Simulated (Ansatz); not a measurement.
# Si: the cost of one run

Computed with Ansatz 0.2.0 (DFT PBEsol, scalar-relativistic, plane waves, PAW, unless a step's input says otherwise).

2 further runs of the same task are left out: 1 that didn't finish, 1 set aside as unsound or not needed.

**1. The starting structure**

It takes space group P6_3/mmc (No. 194, hexagonal). The conventional cell has a = 3.831 Å, b = 3.831 Å, c = 6.333 Å, α = 90.00°, β = 90.00°, γ = 120.00°. Si (site symmetry 3m) is surrounded by 4 Si at 2.35 to 2.37 Å.

Coordinates:

```
Si
1.0
     3.83132    0.00000    0.00000
    -1.91566    3.31802    0.00000
     0.00000    0.00000    6.33262
Si
4
Cartesian
  0.0000 2.2120 0.3990
  1.9157 1.1060 3.5653
  0.0000 2.2120 2.7673
  1.9157 1.1060 5.9336
```

The structure comes from the Materials Project (structure only).

**2. A first look at the start**

input.yaml reads:

```yaml
crystal:
  lattice:
    - [3.8313174605, 0.0, 0.0]
    - [-1.9156587303, 3.3180182508, 0.0]
    - [0.0, 0.0, 6.3326220002]
  atoms:
    - { symbol: Si, position: [0.33333333, 0.66666667, 0.0630095] }
    - { symbol: Si, position: [0.66666667, 0.33333333, 0.5630095] }
    - { symbol: Si, position: [0.33333333, 0.66666667, 0.4369905] }
    - { symbol: Si, position: [0.66666667, 0.33333333, 0.9369905] }
basis:
  ecutwfc: 420
kpoints:
  mp_grid: { grid: [6, 6, 4] }
hamiltonian:
  xc: pbesol
scf:
  occupations: { method: gaussian, width: 0.1 }
output:
  forces: true
  stress: true
  eigenvalues: true
```

On the command line:

```sh
> ansatz run input.yaml --threads 1 --pin off --max-ram 2560MiB --backend cpu --events-out ev --progress --plain --runs-dir out
```

What time and memory should one allow on 1 thread of AMD EPYC 7R43 (Zen 3), shared host?

About 1.6 s, with a peak of 0.36 GiB.
